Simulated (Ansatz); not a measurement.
# Bi in Ansatz: the effect of functional

Crystal: Bi.

```
Bi
1.0
     3.30189    0.00000    0.00000
     0.00000    3.28483    0.00000
    -0.08203    0.00000    6.57027
Bi
2
Cartesian
  1.7356 0.0000 4.9249
  1.4843 0.0000 1.6453
```

This isn't the form of Bi at room conditions, which is rhombohedral.

The cell isn't the ideal one: volume scaled by 1.06.

Alike in all runs:

* Program: Ansatz 0.2.0
* Task: single point
* Potentials or basis: Ansatz PAW
* k mesh: 8 × 8 × 4
* Occupations: fermi-dirac, width 0.05 eV
* Spin: no spin polarisation

| functional | cutoff | pressure (GPa) | largest force (eV/Å) |
| --- | --- | --- | --- |
| LDA | 420 eV (not typed: the program's choice for these potentials) | -4.2 | 0.03 |
| PBEsol | 420 eV (not typed: the program's choice for these potentials) | -3.1 | 0.02 |
| r2SCAN | 500 eV (not typed: the program's choice for these potentials) | ? | ? |

Q: What does the run with functional r2SCAN give?

A: Pressure -1.8 GPa; largest force 0.04 eV/Å.

Caveats: the PAW data sets come from PBE, with cores solved anew for the run's functional, which leaves a small shift of forces and pressure.

Runs at the PBE level aren't shown here.
